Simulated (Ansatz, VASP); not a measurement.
# Te2Mo in VASP and in Ansatz

```
Te Mo
1.0
     3.55661    0.00000    0.00000
    -1.77831    3.08012    0.00000
     0.00000    0.00000   15.32513
Te Mo
4 2
Cartesian
  0.0000 2.0534 9.6858
  1.7783 1.0267 2.0233
  0.0000 2.0534 13.3019
  1.7783 1.0267 5.6393
  0.0000 2.0534 3.8313
  1.7783 1.0267 11.4938
```

Alike in both runs: functional PBE; k mesh 9 × 9 × 2; occupations gaussian, width 0.02 eV; no spin polarisation.

Ansatz relaxed the structure, and its values are those at the end. VASP's run is a single point on that final structure, the one shown.

```csv
,VASP,Ansatz
version,VASP 6.6.1,Ansatz 0.2.0
potentials or method,"VASP PAW PBE potentials, release 64 (Te, Mo_sv)","scalar-relativistic, plane waves, PAW"
plane-wave cutoff (eV),520,420
valence electrons in the cell,52,92
```

Ansatz gave:

| Item | Value |
| --- | --- |
| gap on the k mesh at the Fermi level (eV) | 1.03 |
| least direct gap on the mesh (eV) | 1.03 |
| pressure (GPa) | 0.0 |
| rms of the force components (eV/Å) | 0.001 |

Problem. Which values does VASP return?

Solution. gap on the k mesh at the Fermi level (eV): 1.03; least direct gap on the mesh (eV): 1.03; pressure (GPa): 0.0; rms of the force components (eV/Å): 0.007.

The two sets of potentials don't hold the same shells in valence.

Caveats: spin-orbit coupling is left out, which moves the levels of the heavy elements; an odd mesh through Γ misses points on the zone boundary, where band edges often lie; this functional lacks dispersion, which binds the layers, so the pressure and a relaxed spacing across them are unreliable.
